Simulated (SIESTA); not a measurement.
Cu:

```xyz
1
Lattice="-1.4428 1.4428 1.3761 1.4428 -1.4428 1.3761 1.4428 1.4428 -1.3761" Properties=species:S:1:pos:R:3 pbc="T T T"
Cu    0.0000    0.0000    0.0000
```

This isn't the form of Cu at room conditions, which is fcc.

| Quantity | Value |
| --- | --- |
| Program | SIESTA 5.4.2 |
| Task | single point |
| Functional | PBE |
| Potentials or basis | PseudoDojo 0.4 standard (PBE files) |
| Basis | DZP (energy shift 0.002 Ry) |
| Grid cutoff | 800 Ry |
| Energy shift | 0.002 Ry |
| k mesh | 13 × 13 × 13 |
| Occupations | fermi-dirac, width 0.05 eV |
| Spin | no spin polarisation |

On this cell: pressure 6.5 GPa; band gap on the k mesh none (metal or under the smearing width).

The same run follows on a disturbed copy (cell strained at random at fixed volume):

```
CELL_PARAMETERS angstrom
-1.41080 1.44162 1.36674
1.39194 -1.45455 1.36053
1.46098 1.50473 -1.38030
ATOMIC_POSITIONS crystal
Cu 0.01879 0.00286 0.01439
```

Task: What does the disturbed cell give?

Result: The energy (extrapolated to zero smearing) moves by +5.4 meV/atom; pressure 6.8 GPa; band gap on the k mesh none (metal or under the smearing width).

Stress tensor (GPa, compression positive):
```
 5.61 -4.94  1.58
-4.94  7.82  1.04
 1.58  1.04  7.11
```

Caveats: semicore shells carry a single zeta, which can move pressures by several GPa and volumes by a few percent; the basis of atomic orbitals isn't converged, which shifts pressures, moduli and gaps.
